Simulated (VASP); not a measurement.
## VASP inputs for BeS (measured structure)

INCAR

```
EDIFF = 1E-7
NBANDS = 11
LWAVE = .FALSE.
NSW = 0
ALGO = Normal
IBRION = -1
NELM = 120
LCHARG = .TRUE.
LELF = .TRUE.
ENCUT = 520
METAGGA = R2SCAN
LREAL = .FALSE.
LASPH = .TRUE.
ISMEAR = 0
ISIF = 2
SIGMA = 0.01
PREC = Accurate
```

KPOINTS

```
KPOINTS created by Atomic Simulation Environment
0
Gamma
10 10 10
0 0 0
```

KPOINTS_OPT

```
special points
8
Reciprocal
0.0000000000 0.0000000000 0.0000000000 1
-0.5000000000 -0.5000000000 0.0000000000 1
-0.3750000000 -0.3750000000 0.2500000000 1
-0.3750000000 0.0000000000 0.3750000000 1
0.0000000000 0.0000000000 0.5000000000 1
-0.5000000000 -0.2500000000 0.2500000000 1
-0.0375000000 0.0000000000 0.0375000000 1
0.0000000000 0.5000000000 0.5000000000 1
```

POSCAR

```
Be S
 1.0000000000000000
    -0.0000000000000000    2.4343066358540955    2.4343066358540955
     2.4343066358540955    0.0000000000000000    2.4343066358540955
     2.4343066358540955    2.4343066358540955    0.0000000000000000
 Be  S
   1   1
Cartesian
  0.0000000000000000  0.0000000000000000  0.0000000000000000
  1.2171533179270477  1.2171533179270477  1.2171533179270477
```

VASP ran with the recommended PBE PAW datasets (8 valence electrons in the cell).

**Question.** Predict the results.

**Answer.** gap between bands v and c 3.60 eV; least direct gap 6.26 eV; pressure 0.3 GPa.

Band v is the last that the valence electrons fill when counted band by band, and c is the next. Levels in eV from the top of v:

| point | v−1 | v | c | c+1 |
| --- | --- | --- | --- | --- |
| Γ | 0.00 | 0.00 | 6.26 | 6.26 |
| X | -2.67 | -2.67 | 3.60 | 5.39 |
| K | -4.13 | -2.21 | 4.87 | 8.08 |
| L | -1.04 | -1.04 | 6.06 | 7.14 |
| W | -3.92 | -3.35 | 6.96 | 8.73 |
